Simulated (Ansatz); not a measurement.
Molecular dynamics of MgO

Input file:

```yaml
crystal:
  lattice:
    - [0.0, 3.98004, 3.98004]
    - [3.98004, 0.0, 3.98004]
    - [3.98004, 3.98004, 0.0]
  atoms:
    - { symbol: Mg, position: [0.0, 0.0, 0.0] }
    - { symbol: O, position: [0.25, 0.25, 0.25] }
    - { symbol: Mg, position: [0.0, 0.0, 0.5] }
    - { symbol: O, position: [0.25, 0.25, 0.75] }
    - { symbol: Mg, position: [0.0, 0.5, 0.0] }
    - { symbol: O, position: [0.25, 0.75, 0.25] }
    - { symbol: Mg, position: [0.0, 0.5, 0.5] }
    - { symbol: O, position: [0.25, 0.75, 0.75] }
    - { symbol: Mg, position: [0.5, 0.0, 0.0] }
    - { symbol: O, position: [0.75, 0.25, 0.25] }
    - { symbol: Mg, position: [0.5, 0.0, 0.5] }
    - { symbol: O, position: [0.75, 0.25, 0.75] }
    - { symbol: Mg, position: [0.5, 0.5, 0.0] }
    - { symbol: O, position: [0.75, 0.75, 0.25] }
    - { symbol: Mg, position: [0.5, 0.5, 0.5] }
    - { symbol: O, position: [0.75, 0.75, 0.75] }
basis:
  ecutwfc: 420.0
kpoints:
  mp_grid: { grid: [2, 2, 2] }
hamiltonian:
  xc: lda
scf:
  occupations: { method: fermi_dirac, width: 0.05 }
  lower_state_search: "off"
md:
  timestep: 1
  n_steps: 190
  ensemble: nvt_langevin
  temperature: 900.0
  initial_velocities: maxwell_boltzmann
  seed: 457179
  friction: 0.01
```

Command:

```bash
$ ansatz run input.yaml --threads 1 --pin off --max-ram 3072MiB --backend cpu --events-out ev --progress --plain --runs-dir out
```

It starts from a structure without forces on its atoms.

Output, in part (step lines):

```
md step     0: t =     0.00 fs  T =   843.7 K  F+E_penalty+E_count = -19678.92656748 eV  E_kin = 1.745010 eV  (7 SCF iters)
md step     1: t =     1.00 fs  T =   835.7 K  F+E_penalty+E_count = -19678.90872282 eV  E_kin = 1.728282 eV  (6 SCF iters)
md step     2: t =     2.00 fs  T =   808.2 K  F+E_penalty+E_count = -19678.85613136 eV  E_kin = 1.671541 eV  (6 SCF iters)
md step     3: t =     3.00 fs  T =   708.5 K  F+E_penalty+E_count = -19678.77326554 eV  E_kin = 1.465223 eV  (6 SCF iters)
md step     4: t =     4.00 fs  T =   643.1 K  F+E_penalty+E_count = -19678.66695614 eV  E_kin = 1.330130 eV  (6 SCF iters)
md step     5: t =     5.00 fs  T =   587.7 K  F+E_penalty+E_count = -19678.54253156 eV  E_kin = 1.215546 eV  (5 SCF iters)
md step     6: t =     6.00 fs  T =   563.3 K  F+E_penalty+E_count = -19678.40289049 eV  E_kin = 1.165076 eV  (4 SCF iters)
md step     7: t =     7.00 fs  T =   491.5 K  F+E_penalty+E_count = -19678.25625538 eV  E_kin = 1.016522 eV  (5 SCF iters)
[... lines left out ...]
md step   189: t =   189.00 fs  T =   940.0 K  F+E_penalty+E_count = -19676.78131276 eV  E_kin = 1.944051 eV  (5 SCF iters)
md step   190: t =   190.00 fs  T =   963.6 K  F+E_penalty+E_count = -19676.93703816 eV  E_kin = 1.992880 eV  (7 SCF iters)
```

The steps, from the saved trajectory:

```
time (fs)  T (K)  potential energy less start (eV)
      0.0    844                             0.000
      6.0    563                             0.524
     12.0    189                             1.302
     18.0    264                             1.358
     24.0    611                             0.940
     30.0    637                             0.808
     36.0    612                             1.174
     42.0    547                             1.641
     48.0    704                             1.419
     54.0    834                             1.153
     60.0    847                             1.287
     66.0    692                             1.553
     72.0    728                             1.585
     78.0    936                             1.378
     84.0    904                             1.671
     90.0    642                             2.243
     96.0    600                             2.335
    102.0    835                             1.931
    108.0   1016                             1.569
    114.0    902                             1.669
    120.0    743                             1.862
    126.0    692                             1.977
    132.0    723                             1.941
    138.0    934                             1.543
    144.0   1037                             1.294
    150.0   1002                             1.484
    156.0    837                             1.894
    162.0    931                             2.021
    168.0   1143                             1.683
    174.0   1130                             1.841
    180.0    711                             2.561
    186.0    777                             2.512
```

All steps were run. A run of 0.19 ps of so small a system gives no equilibrium averages. Limits of this set-up: coarse k mesh.

Mean squared displacements from the first frame to the last, about the centre of mass: Mg 0.01 Å², O 0.02 Å².

Last frame:

```xyz
16
Lattice="0.0000 3.9800 3.9800 3.9800 0.0000 3.9800 3.9800 3.9800 0.0000" Properties=species:S:1:pos:R:3
Mg -0.033 0.014 0.080
O 1.969 1.894 2.250
Mg 1.973 1.982 0.171
O 4.126 3.921 2.285
Mg 1.980 0.036 2.155
O 4.019 2.014 4.229
Mg 3.952 2.135 2.090
O 6.047 3.963 4.345
Mg 0.024 2.033 2.141
O 2.193 4.011 4.242
Mg 2.092 3.944 2.260
O 3.945 6.101 4.051
Mg 1.961 1.957 4.197
O 4.108 4.022 6.221
Mg 4.014 3.967 4.337
O 6.109 6.032 6.249
```

The run took 9.1 min on 1 thread of Arm Neoverse V1 (shared host), peak memory 0.44 GiB.
